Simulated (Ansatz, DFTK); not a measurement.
Given: the input of a run of DFTK 0.8.2 on B. The given cell was strained at random by a few per cent at fixed volume. This isn't the form of B at room conditions, which is rhombohedral.

The input run.jl:

```julia
using DFTK
using PseudoPotentialData
using Unitful, UnitfulAtomic
using LinearAlgebra, Printf
include("save.jl")
disable_threading()

# lattice vectors are the columns
lattice = austrip(1u"Å") * [      2.349351      -0.010188        0.01041;
                -0.010188       2.334664       0.028589;
                 0.015402       0.042297       1.591984]
symbols   = [:B]
positions = [[0.502692, 0.513009, 0.502879]]
pseudopotentials = PseudoFamily("dojo.nc.sr.pbe.v0_4_1.standard.upf")
elements = Dict(s => ElementPsp(s, pseudopotentials) for s in unique(symbols))
atoms    = [elements[s] for s in symbols]

build_model(lattice, positions; symmetries=true) =
    model_DFT(lattice, atoms, positions;
              functionals=PBE(),
              temperature=austrip(0.05u"eV"),
              smearing=Smearing.FermiDirac(),
              symmetries)
Ecut  = 38.0  # hartree
kgrid = [11, 11, 16]
tol   = 1e-6
to_GPa = ustrip(uconvert(u"GPa", 1u"hartree/bohr^3"))

model = build_model(lattice, positions)
basis = PlaneWaveBasis(model; Ecut, kgrid)
display(basis)
scfres = self_consistent_field(basis;
                               tol,
                               nbandsalg=AdaptiveBands(model; n_bands_converge=6))
display(scfres.energies)
@printf "Fermi level: %.6f eV\n" ustrip(auconvert(u"eV", something(scfres.εF, NaN)))
forces = compute_forces_cart(scfres)
println("Forces (eV/Å)")
for (s, f) in zip(symbols, forces)
    @printf "%-3s %12.6f %12.6f %12.6f\n" s ustrip.(auconvert.(u"eV/Å", f))...
end
stress = compute_stresses_cart(scfres)
println("Stress (GPa)")
display(round.(stress * to_GPa; digits=4))
println("Levels at the first k-point (eV): ", round.(ustrip.(auconvert.(u"eV", scfres.eigenvalues[1][1:scfres.n_bands_converge])); digits=4))
save_scf!(scfres; forces, stress)
```

Potentials or basis: dojo.nc.sr.pbe.v0_4_1.standard.upf (PBE).

The run is started by

```sh
$ julia --threads=1 run.jl  # save.jl only writes the numbers to a file and isn't shown; printed stress counts tension as positive; times include loading and compiling
```

Translate it to Ansatz 0.2.0. Potentials or basis there: Ansatz PAW, cutoff 420 eV.

As run (cutoffs and basis follow the program's own potentials, and thresholds, step limits or extra output files can differ):

File input.yaml:

```yaml
crystal:
  lattice:
    - [2.349351, -0.010188, 0.015402]
    - [-0.010188, 2.334664, 0.042297]
    - [0.01041, 0.028589, 1.591984]
  atoms:
    - { symbol: B, position: [0.502692, 0.513009, 0.502879] }
hamiltonian:
  xc: pbe
  pseudopotentials: { kind: paw }
kpoints:
  mp_grid: { grid: [11, 11, 16] }
scf:
  occupations: { method: fermi_dirac, width: 0.05 }
output:
  forces: true
  stress: true
  eigenvalues: true
```

Potentials or basis: Ansatz PAW.

Launch:

```sh
$ ansatz run input.yaml --threads 1 --pin off --max-ram 3584MiB --backend cpu --events-out ev --progress --plain --runs-dir out
```

Both were run:

|  | DFTK | Ansatz |
| --- | --- | --- |
| Pressure | -1.9 GPa | -1.8 GPa |
| Energy over the undisturbed cell | -3.0 meV/atom | -3.2 meV/atom |

Ansatz's pressure holds a Pulay term of +0.28 GPa for its cutoff of 420 eV, which the other run lacks.

Where Ansatz's input types no cutoff or centring, it takes its own default and a Γ-centred mesh.

The undisturbed cell isn't at this level's minimum, so the move can lower the energy.

Pressure is positive in compression.
